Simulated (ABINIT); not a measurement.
# BN (P6_3mc): G0W0 with ABINIT, start to end, part 2 of 3

Aim: the G0W0 gap of BN (P6_3mc) on LDA, step by step.

ABINIT 10.8.3; LDA and many-body steps on it, plane waves. Known limits of the many-body steps: not at the basis limit; coarse k mesh.

So far. Step 2 (Ground state): The gap is indirect, with the least direct gap 3.23 eV higher.

The database entry behind the starting cell has ideal inner coordinates that were not refined, so it need not match the best structure at ambient conditions.

**3. Bands along the symmetry lines**

Level of this step: DFT, LDA, plane waves, norm-conserving pseudopotentials (ABINIT).

Levels along a band path, at the cheap level, show where the edges lie and whether the meshes to come will hold them.

run.abi

```
acell 3*1.0 Angstrom
rprim 
  2.536000000002 -0.000000000000 0.000000000000
  -1.268000000000 2.196240423999 0.000000000000
  0.000000000000 0.000000000000 4.199000000000
ntypat 2
znucl 5 7
natom 4
typat 1 1 2 2
xred 
  0.666666666667 0.333333333333 0.000000000000
  0.333333333333 0.666666666667 0.500000000000
  0.666666666667 0.333333333333 0.375000000000
  0.333333333333 0.666666666667 0.875000000000
pp_dirpath "pseudos"
pseudos "B.upf, N.upf"
ecut 36
iscf -2
irdden 1
kptopt 0
nkpt 75
kpt 
  0.00000000 0.00000000 0.00000000
  0.06250000 0.00000000 0.00000000
  0.12500000 0.00000000 0.00000000
  0.18750000 0.00000000 0.00000000
  0.25000000 0.00000000 0.00000000
  0.31250000 0.00000000 0.00000000
  0.37500000 0.00000000 0.00000000
  0.43750000 0.00000000 0.00000000
  0.50000000 0.00000000 0.00000000
  0.47916667 0.04166667 0.00000000
  0.45833333 0.08333333 0.00000000
  0.43750000 0.12500000 0.00000000
  0.41666666 0.16666666 0.00000000
  0.39583333 0.20833333 0.00000000
  0.37500000 0.25000000 0.00000000
  0.35416666 0.29166666 0.00000000
  0.33333333 0.33333333 0.00000000
  0.29166666 0.29166666 0.00000000
  0.25000000 0.25000000 0.00000000
  0.20833333 0.20833333 0.00000000
  0.16666666 0.16666666 0.00000000
  0.12500000 0.12500000 0.00000000
  0.08333333 0.08333333 0.00000000
  0.04166667 0.04166667 0.00000000
  0.00000000 0.00000000 0.00000000
  0.00000000 0.00000000 0.06250000
  0.00000000 0.00000000 0.12500000
  0.00000000 0.00000000 0.18750000
  0.00000000 0.00000000 0.25000000
  0.00000000 0.00000000 0.31250000
  0.00000000 0.00000000 0.37500000
  0.00000000 0.00000000 0.43750000
  0.00000000 0.00000000 0.50000000
  0.06250000 0.00000000 0.50000000
  0.12500000 0.00000000 0.50000000
  0.18750000 0.00000000 0.50000000
  0.25000000 0.00000000 0.50000000
  0.31250000 0.00000000 0.50000000
  0.37500000 0.00000000 0.50000000
  0.43750000 0.00000000 0.50000000
  0.50000000 0.00000000 0.50000000
  0.47916667 0.04166667 0.50000000
  0.45833333 0.08333333 0.50000000
  0.43750000 0.12500000 0.50000000
  0.41666666 0.16666666 0.50000000
  0.39583333 0.20833333 0.50000000
  0.37500000 0.25000000 0.50000000
  0.35416666 0.29166666 0.50000000
  0.33333333 0.33333333 0.50000000
  0.29166666 0.29166666 0.50000000
  0.25000000 0.25000000 0.50000000
  0.20833333 0.20833333 0.50000000
  0.16666666 0.16666666 0.50000000
  0.12500000 0.12500000 0.50000000
  0.08333333 0.08333333 0.50000000
  0.04166667 0.04166667 0.50000000
  0.00000000 0.00000000 0.50000000
  0.50000000 0.00000000 0.50000000
  0.50000000 0.00000000 0.43750000
  0.50000000 0.00000000 0.37500000
  0.50000000 0.00000000 0.31250000
  0.50000000 0.00000000 0.25000000
  0.50000000 0.00000000 0.18750000
  0.50000000 0.00000000 0.12500000
  0.50000000 0.00000000 0.06250000
  0.50000000 0.00000000 0.00000000
  0.33333333 0.33333333 0.50000000
  0.33333333 0.33333333 0.43750000
  0.33333333 0.33333333 0.37500000
  0.33333333 0.33333333 0.31250000
  0.33333333 0.33333333 0.25000000
  0.33333333 0.33333333 0.18750000
  0.33333333 0.33333333 0.12500000
  0.33333333 0.33333333 0.06250000
  0.33333333 0.33333333 0.00000000
istwfk *1
nband 19
nbdbuf 6
tolwfr 1e-07
nstep 50
prtwf 0
prtvol 0
indata_prefix "in"
outdata_prefix "out"
tmpdata_prefix "tmp"
```

Launch:

```bash
$ OMP_NUM_THREADS=1 mpirun -n 4 abinit run.abi > log
```

Numbers of over 12 decimals in the logs are rounded to 6 here.

The program printed:

```text
.Version 10.8.3 of ABINIT. v10.8.2 released Aug 2026.

 Symmetries : space group P6_3 m c (#186); Bravais hP (primitive hexag.)
[... echo of the input left out ...]
== DATASET  1 ==================================================================
-   mpi_nproc: 4, omp_nthreads: 1 (-1 if OMP is not activated)

--- !DatasetInfo
iteration_state: {dtset: 1, }
dimensions: {natom: 4, nkpt: 75, mband: 19, nsppol: 1, nspinor: 1, nspden: 1, mpw: 1677, }
cutoff_energies: {ecut:  36.0, pawecutdg:  -1.0, }
electrons: {nelect:   1.60000000E+01, charge:   0.00000000E+00, occopt:   1.00000000E+00, tsmear:   1.00000000E-02, }

 Real(R)+Recip(G) space primitive vectors, cartesian coordinates (Bohr,Bohr^-1):
 R(1)=  4.7923455  0.0000000  0.0000000  G(1)=  0.2086661  0.1204734  0.0000000
 R(2)= -2.3961727  4.1502929  0.0000000  G(2)=  0.0000000  0.2409468  0.0000000
 R(3)=  0.0000000  0.0000000  7.9349600  G(3)=  0.0000000  0.0000000  0.1260246
 Unit cell volume ucvol=  1.5782348E+02 bohr^3
 Angles (23,13,12)=  9.00000000E+01  9.00000000E+01  1.20000000E+02 degrees

 getcut: wavevector=  0.0000  0.0000  0.0000  ngfft=  27  27  45
         ecut(hartree)=     36.000   => boxcut(ratio)=   2.01065

--- Pseudopotential description ------------------------------------------------
- B Generated using ONCVPSP code by D. R. Hamann
-  5.00000   3.00000  180309                  znucl, zion, pspdat
12 -1012 1 -1 1498                            pspcod,pspxc,lmax,lloc,mmax
     nproj     2     2
  pspatm : epsatm=    3.19369156
         --- l  ekb(1:nproj) -->
             0    8.437831    1.245441
             1   -3.670611   -0.766497
 pspatm: atomic psp has been read  and splines computed

- N Generated using ONCVPSP code by D. R. Hamann
-  7.00000   5.00000  180309                  znucl, zion, pspdat
12 -1012 1 -1 1058                            pspcod,pspxc,lmax,lloc,mmax
     nproj     2     2
  pspatm : epsatm=    5.30777321
         --- l  ekb(1:nproj) -->
             0    7.408032    0.617798
[...]
pspatm: atomic psp has been read  and splines computed

--------------------------------------------------------------------------------

================================================================================
 prteigrs : about to open file out_EIG
 Non-SCF case, kpt    1 (  0.00000  0.00000  0.00000), residuals and eigenvalues=
  4.18E-08  3.48E-08  4.92E-09  1.93E-08  4.10E-08  2.76E-08  1.60E-08  6.37E-08
  3.24E-08  6.84E-08  6.34E-08  7.43E-08  1.75E-08  4.38E-08  5.80E-08  5.00E-07
[...]
-4.4306E-01 -2.8633E-01 -1.0071E-01  2.2589E-01  2.2589E-01  2.9532E-01
  3.0459E-01  3.0459E-01  6.1226E-01  6.1226E-01  6.1925E-01  6.6538E-01
  7.0962E-01  7.4237E-01  7.4237E-01  8.9520E-01  1.0993E+00  1.1066E+00
  1.1066E+00
 Non-SCF case, kpt    2 (  0.06250  0.00000  0.00000), residuals and eigenvalues=
[...]
1.1490E+00
 Non-SCF case, kpt    3 (  0.12500  0.00000  0.00000), residuals and eigenvalues=
[...]
1.1097E+00
[...]
Non-SCF case, kpt   74 (  0.33333  0.33333  0.06250), residuals and eigenvalues=
[...]
1.0771E+00
 Non-SCF case, kpt   75 (  0.33333  0.33333  0.00000), residuals and eigenvalues=
[...]
1.0419E-01  1.0419E-01  4.9024E-01  8.0024E-01  8.0024E-01  8.1115E-01
  8.3705E-01  8.3705E-01  8.6510E-01  8.6510E-01  1.0608E+00  1.0630E+00
  1.0722E+00

--- !ResultsGS
iteration_state: {dtset: 1, }
comment   : Summary of ground state results
lattice_vectors:
- [  4.7923455,  -0.0000000,   0.0000000, ]
- [ -2.3961727,   4.1502929,   0.0000000, ]
- [  0.0000000,   0.0000000,   7.9349600, ]
lattice_lengths: [   4.79235,    4.79235,    7.93496, ]
lattice_angles: [ 90.000,  90.000, 120.000, ] # degrees, (23, 13, 12)
lattice_volume:   1.5782348E+02
convergence: {deltae:  0.000E+00, res2:  0.000E+00, residm:  9.981E-08, diffor:  0.000E+00, }
etotal    :  -2.68484797E+01
entropy   :   0.00000000E+00
fermie    :   3.04594368E-01
cartesian_stress_tensor: null
pressure_GPa: null
xred      :
- [  6.6667E-01,   3.3333E-01,  -1.9429E-16,  B]
- [  3.3333E-01,   6.6667E-01,   5.0000E-01,  B]
- [  6.6667E-01,   3.3333E-01,   3.7500E-01,  N]
- [  3.3333E-01,   6.6667E-01,   8.7500E-01,  N]
cartesian_forces: null
force_length_stats: {min: null, max: null, mean: null, }

 Integrated electronic density in atomic spheres:
 ------------------------------------------------
 Atom  Sphere_radius  Integrated_density
[...]
================================================================================

 ----iterations are completed or convergence reached----

 Mean square residual over all n,k,spin=   46.845E-09; max=  99.811E-09
 reduced coordinates (array xred) for    4 atoms
[...]
cartesian coordinates (angstrom) at end:
    1      1.268000     0.732080    -0.000000
    2      6.7e-13     1.464160     2.099500
    3      1.268000     0.732080     1.574625
    4      6.7e-13     1.464160     3.674125
 length scales=  1.889726125908  1.889726125908  1.889726125908 bohr
              =  1.000000000000  1.000000000000  1.000000000000 angstroms
 prteigrs : about to open file out_EIG
 Eigenvalues (hartree) for nkpt=  75  k points:
 kpt#   1, nband= 19, wtk=  1.00000, kpt=  0.0000  0.0000  0.0000 (reduced coord)
[...]
kpt#   2, nband= 19, wtk=  1.00000, kpt=  0.0625  0.0000  0.0000 (reduced coord)
[...]
kpt#   3, nband= 19, wtk=  1.00000, kpt=  0.1250  0.0000  0.0000 (reduced coord)
[...]
kpt#  74, nband= 19, wtk=  1.00000, kpt=  0.3333  0.3333  0.0625 (reduced coord)
[...]
1.05759    1.06461    1.07709
 kpt#  75, nband= 19, wtk=  1.00000, kpt=  0.3333  0.3333  0.0000 (reduced coord)
  -0.24269   -0.24269   -0.04120    0.04063    0.04063    0.10067    0.10419    0.10419
   0.49024    0.80024    0.80024    0.81115    0.83705    0.83705    0.86510    0.86510
   1.06081    1.06296    1.07216

== END DATASET(S) ==============================================================
================================================================================

 -outvars: echo values of variables after computation  --------
            nband          19
             nkpt          75
          spgroup         186
 [... the other variables as echoed above ...]

 Calculation completed.
```

Wall time 9 s (4 MPI ranks of Arm Neoverse V1, shared host); peak memory 0.26 GiB; 36 s of CPU time.

Numbers from this step:

* gap: 5.052 eV
* k of the valence top: 0, 0, 0
* k of the conduction bottom: 0.3333, 0.3333, 0
* least direct gap: 8.292 eV

The gap is 5.052 eV, as in the run before at this level.

Electronic bands along the path, in eV, zero at the top of the highest filled band; v1 is the highest filled band, c1 the lowest empty one:

| point | v4 | v3 | v2 | v1 | c1 | c2 | c3 | c4 |
| --- | --- | --- | --- | --- | --- | --- | --- | --- |
| Γ | -2.14 | -0.25 | 0.00 | 0.00 | 8.37 | 8.37 | 8.56 | 9.82 |
| halfway | -3.86 | -3.73 | -1.62 | -1.17 | 7.33 | 9.34 | 10.12 | 11.14 |
| M | -6.94 | -5.05 | -4.48 | -2.15 | 6.76 | 7.92 | 10.65 | 11.61 |
| halfway | -6.62 | -6.49 | -4.65 | -3.64 | 6.28 | 9.40 | 11.74 | 13.28 |
| K | -7.18 | -5.55 | -5.45 | -5.45 | 5.05 | 13.49 | 13.49 | 13.78 |
| halfway | -5.73 | -3.62 | -2.22 | -1.97 | 8.35 | 8.94 | 10.30 | 11.68 |
| Γ | -2.14 | -0.25 | 0.00 | 0.00 | 8.37 | 8.37 | 8.56 | 9.82 |
| halfway | -1.88 | -1.88 | -0.38 | -0.38 | 8.81 | 8.81 | 9.20 | 9.77 |
| A | -1.19 | -1.19 | -1.19 | -1.19 | 9.63 | 9.63 | 9.94 | 9.94 |
| halfway | -4.13 | -4.13 | -2.71 | -2.71 | 7.94 | 7.94 | 11.33 | 11.33 |
| L | -3.82 | -3.82 | -3.60 | -3.60 | 6.61 | 6.61 | 10.12 | 10.12 |
| halfway | -5.81 | -5.81 | -3.22 | -3.22 | 8.01 | 8.01 | 11.00 | 11.00 |
| H | -7.88 | -7.88 | -3.07 | -3.07 | 9.42 | 9.42 | 10.09 | 10.09 |
| halfway | -4.38 | -4.38 | -3.51 | -3.51 | 8.86 | 8.86 | 10.78 | 10.78 |
| A | -1.19 | -1.19 | -1.19 | -1.19 | 9.63 | 9.63 | 9.94 | 9.94 |
| jump to L | -3.82 | -3.82 | -3.60 | -3.60 | 6.61 | 6.61 | 10.12 | 10.12 |
| halfway | -5.50 | -4.72 | -3.55 | -2.71 | 6.85 | 6.88 | 11.07 | 11.77 |
| M | -6.94 | -5.05 | -4.48 | -2.15 | 6.76 | 7.92 | 10.65 | 11.61 |
| jump to H | -7.88 | -7.88 | -3.07 | -3.07 | 9.42 | 9.42 | 10.09 | 10.09 |
| halfway | -8.22 | -6.39 | -4.08 | -4.08 | 6.64 | 10.99 | 10.99 | 13.01 |
| K | -7.18 | -5.55 | -5.45 | -5.45 | 5.05 | 13.49 | 13.49 | 13.78 |

**4. Empty states on the mesh, 6×6×4 mesh, 144 bands**

The sums over transitions need many empty states on a uniform mesh; this step solves for them.

run.abi

```
acell 3*1.0 Angstrom
rprim 
  2.536000000002 -0.000000000000 0.000000000000
  -1.268000000000 2.196240423999 0.000000000000
  0.000000000000 0.000000000000 4.199000000000
ntypat 2
znucl 5 7
natom 4
typat 1 1 2 2
xred 
  0.666666666667 0.333333333333 0.000000000000
  0.333333333333 0.666666666667 0.500000000000
  0.666666666667 0.333333333333 0.375000000000
  0.333333333333 0.666666666667 0.875000000000
pp_dirpath "pseudos"
pseudos "B.upf, N.upf"
ecut 36
ngkpt 6 6 4
nshiftk 1
shiftk 0 0 0
kptopt 1
chksymbreak 0
irdden 1
istwfk *1
nband 144
prtvol 0
optdriver 6
gwr_task "HDIAGO"
paral_kgb 0
occopt 1
indata_prefix "in"
outdata_prefix "out"
tmpdata_prefix "tmp"
```

The program printed:

```text
[banner, memory and clock lines left out]
.Version 10.8.3 of ABINIT. v10.8.2 released Aug 2026.

 Symmetries : space group P6_3 m c (#186); Bravais hP (primitive hexag.)
[... echo of the input left out ...]
== DATASET  1 ==================================================================
-   mpi_nproc: 4, omp_nthreads: 1 (-1 if OMP is not activated)

--- !DatasetInfo
iteration_state: {dtset: 1, }
dimensions: {natom: 4, nkpt: 21, mband: 144, nsppol: 1, nspinor: 1, nspden: 1, mpw: 1677, }
cutoff_energies: {ecut:  36.0, pawecutdg:  -1.0, }
electrons: {nelect:   1.60000000E+01, charge:   0.00000000E+00, occopt:   1.00000000E+00, tsmear:   1.00000000E-02, }

.Using double precision arithmetic; gwpc =  8

- Reading GS density from: in_DEN

--- Pseudopotential description ------------------------------------------------
- B Generated using ONCVPSP code by D. R. Hamann
-  5.00000   3.00000  180309                  znucl, zion, pspdat
12 -1012 1 -1 1498                            pspcod,pspxc,lmax,lloc,mmax
     nproj     2     2
  pspatm : epsatm=    3.19369156
         --- l  ekb(1:nproj) -->
             0    8.437831    1.245441
             1   -3.670611   -0.766497
 pspatm: atomic psp has been read  and splines computed

- N Generated using ONCVPSP code by D. R. Hamann
-  7.00000   5.00000  180309                  znucl, zion, pspdat
12 -1012 1 -1 1058                            pspcod,pspxc,lmax,lloc,mmax
     nproj     2     2
  pspatm : epsatm=    5.30777321
         --- l  ekb(1:nproj) -->
             0    7.408032    0.617798
             1   -4.361519   -1.032581
 pspatm: atomic psp has been read  and splines computed

   2.72046872E+02                                ecore*ucvol(ha*bohr**3)

 Total charge density [el/Bohr^3]
)     Maximum=    5.6421E-01  at reduced coord.    0.4074    0.8148    0.8889
)     Minimum=    7.8223E-03  at reduced coord.    0.6667    0.3333    0.0000
   Integrated=    1.6000E+01

 === KS gaps after direct diagonalization ===
 Indirect band gap semiconductor
 Fundamental gap:     5.052 (eV)
   VBM:     8.288 (eV) at k: [ 0.0000E+00,  0.0000E+00,  0.0000E+00]
   CBM:    13.340 (eV) at k: [ 3.3333E-01,  3.3333E-01,  0.0000E+00]
 Direct gap:         8.334 (eV) at k: [ 1.6667E-01,  0.0000E+00,  0.0000E+00]

== END DATASET(S) ==============================================================

 -outvars: echo values of variables after computation  --------
           etotal      0.0000000000E+00
            nband         144
             nkpt          21
          spgroup         186
 [... the other variables as echoed above ...]

 Calculation completed.
```

Wall time 28 s (4 MPI ranks); peak memory 0.83 GiB.

Numbers from this step:

* gap: 5.052 eV
* k of the valence top: 0, 0, 0
* k of the conduction bottom: 0.3333, 0.3333, 0
* least direct gap: 8.334 eV
* k points computed: 21
* lowest point of the top converged band, above the valence top: 161.7017 eV

On this mesh the gap is 5.052 eV.

**5. Screening, 6×6×4 mesh, 136 bands, screening to 244.9 eV**

The RPA dielectric matrix is built and inverted for each q.

This step: RPA screening on LDA, plane waves, norm-conserving pseudopotentials.

Changes to run.abi since step 4:

```diff
@@ -22,10 +22,11 @@
 chksymbreak 0
-irdden 1
 istwfk *1
-nband 144
-prtvol 0
-optdriver 6
-gwr_task "HDIAGO"
-paral_kgb 0
 occopt 1
+irdwfk 1
+optdriver 3
+nband 136
+ecuteps 9
+inclvkb 2
+awtr 1
+symchi 1
 indata_prefix "in"
```

The program printed:

```text
.Version 10.8.3 of ABINIT. v10.8.2 released Aug 2026.

 Symmetries : space group P6_3 m c (#186); Bravais hP (primitive hexag.)
[... echo of the input left out ...]
== DATASET  1 ==================================================================
-   mpi_nproc: 4, omp_nthreads: 1 (-1 if OMP is not activated)

--- !DatasetInfo
iteration_state: {dtset: 1, }
dimensions: {natom: 4, nkpt: 21, mband: 136, nsppol: 1, nspinor: 1, nspden: 1, mpw: 1677, }
cutoff_energies: {ecut:  36.0, pawecutdg:  -1.0, }
electrons: {nelect:   1.60000000E+01, charge:   0.00000000E+00, occopt:   1.00000000E+00, tsmear:   1.00000000E-02, }

 SCREENING: Calculation of the susceptibility and dielectric matrices

 Based on a program developped by R.W. Godby, V. Olevano, G. Onida, and L. Reining.
 Incorporated in ABINIT by V. Olevano, G.-M. Rignanese, and M. Torrent.
.Using double precision arithmetic ; gwpc =  8

[... cell and pseudopotentials left out ...]
--------------------------------------------------------------------------------

 ==== K-mesh for the wavefunctions ====
 Number of points in the irreducible wedge :    21
[... list of points left out ...]
 Together with 12 symmetry operations and time-reversal symmetry
 yields   144 points in the full Brillouin Zone.

 ==== Q-mesh for the screening function ====
 Number of points in the irreducible wedge :    21
[... list of points left out ...]
 Together with 12 symmetry operations and time-reversal symmetry
 yields   144 points in the full Brillouin Zone.

 setmesh: FFT mesh size selected  =    18x   18x   36
          total number of points  =        11664

 vcoul_init : cutoff-mode = AUXILIARY_FUNCTION
 q-points for optical limit:   1
     1)      0.000010    0.000020    0.000030

- screening: taking advantage of time-reversal symmetry
- Maximum band index for partially occupied states nbvw = 8
- Remaining bands to be divided among processors   nbcw = 128
- Number of bands treated by each node ~32

 Number of electrons calculated from density =   16.0000; Expected =   16.0000
 average of density, n =  0.101379
 r_s =    1.3304
 omega_plasma =   30.7135 [eV]

 calculating chi0 at frequencies [eV] :
  1    0.000000E+00    0.000000E+00
  2    0.000000E+00    3.071353E+01

--------------------------------------------------------------------------------
  q-point number  1        q = ( 0.000000, 0.000000, 0.000000) [r.l.u.]
--------------------------------------------------------------------------------
[... chi0 elements left out ...]
 For q-point:  0.000010 0.000020 0.000030
  dielectric constant =   4.3885
  dielectric constant without local fields =   4.7387

  Average fulfillment of the sum rule on Im[epsilon] for q-point    1 :     90.90  [%]
[... wings left out ...]
  q-point number  2        q = ( 0.166667, 0.000000, 0.000000) [r.l.u.]
--------------------------------------------------------------------------------
[... chi0 elements left out ...]
  Average fulfillment of the sum rule on Im[epsilon] for q-point    2 :     96.31  [%]

 [... 19 further q-points ...]
```

Run time: 1.9 min. Hardware: 4 MPI ranks; peak memory 0.98 GiB; 7.7 min of CPU time.

Numbers from this step:

| Property | Result |
| --- | --- |
| ε∞ with local fields, on this mesh, along the program's q direction | 4.388 |
| the same without local fields | 4.739 |
| plasma frequency | 30.71 eV |
| plane waves in the screening matrix | 209 |

Local fields lower ε∞ by 7 %. On a Γ-centred mesh this coarse the value itself is usually too large, while a short band sum pulls it down.

(Part 2 of 3 ends here.)

[Paths, hosts, dates, memory and timing lines, banners, echoed tables and standing remarks are left out of the program output.]

[Logs are printed without paths, hosts, clocks, repeated set-up lines and the standing remarks that a program may print on its own settings, such as how far it seeks lower states.]

[Runs of the session that timed out or met a known fault of the program may be left out.]

[Hosts, paths, dates, database ids (printed as entryN), source tags and the programs' standing remarks are cut or masked in the printed files.]

[G0W0 gaps are taken among the corrected bands and points alone; a level outside them can change the order at an edge.]

[Where Ansatz stands beside ABINIT at settings called matched, ABINIT's density can come from a denser mesh and the files from another edition; pairs whose starting gaps differed by over 0.03 eV were left out, so agreement reads better than it is.]
